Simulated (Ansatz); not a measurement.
The system is MnSi.

```
CELL_PARAMETERS angstrom
0.00000 2.52722 2.52722
2.52722 0.00000 2.52722
2.52722 2.52722 0.00000
ATOMIC_POSITIONS crystal
Mn 0.00000 0.00000 0.00000
Si 0.25000 0.25000 0.25000
```

The cell was built by a generator and needn't be a form met in nature.

```yaml
Program: Ansatz 0.2.0
Task: relaxation of cell and atoms
Functional: HF
Potentials_or_basis: Ansatz PAW
Cutoff: "420 eV (not typed: the program's choice for these potentials)"
k_mesh: 5 × 5 × 5
Occupations: fermi-dirac, width 0.05 eV
Spin: collinear spin, ferromagnetic start
Starting_moments: "[4.0, 0.0] μB"
```

At the start: volume 16.14 Å³/atom.

Task: Where does the relaxation end?

Result: It ends after 15 steps and the volume is 34.59 Å³/atom (+114.3 %); space group F-43m (No. 216, to 0.05 Å); moment 3.00 μB per cell.

Step by step:
```
step  energy change (eV)  largest force (eV/Å)  volume (Å³)
   1              0.0000                0.0000        32.28
   2             -1.6776                0.0000        37.24
   3             -2.8463                0.0000        42.68
   4             -3.5505                0.0000        48.62
   5             -3.8844                0.0000        55.09
   6             -3.9116                0.0000        58.13
   7             -3.9124                0.0000        57.88
   8             -4.1173                0.0000        57.88
   9             -4.1775                0.0000        61.06
  10             -4.3302                0.0000        65.81
  11             -4.3298                0.0000        71.33
  12             -4.3353                0.0000        69.86
  13             -4.3647                0.0000        69.86
  14             -4.3669                0.0000        69.18
  15             -4.3657                0.0000        69.18
```

Final structure:
```
CELL_PARAMETERS angstrom
0.00000 3.25830 3.25830
3.25830 0.00000 3.25830
3.25830 3.25830 0.00000
ATOMIC_POSITIONS crystal
Mn 0.00000 0.00000 0.00000
Si 0.25000 0.25000 0.25000
```

Caveat: the k mesh is coarse (spacing up to 0.43 Å⁻¹), so the values aren't converged, least of all with exact exchange; the magnetic or orbital state may not be the lowest; the volume moved by over 15 % at a fixed basis, so the end points are rough; the plane-wave basis is chosen anew once the cell has moved, so the energies of steps on either side of that aren't comparable; the pressure holds a Pulay correction of +0.4 GPa for the finite cutoff; the PAW data sets come from PBE, with cores solved anew for the run's functional, which leaves a small shift of forces and pressure.
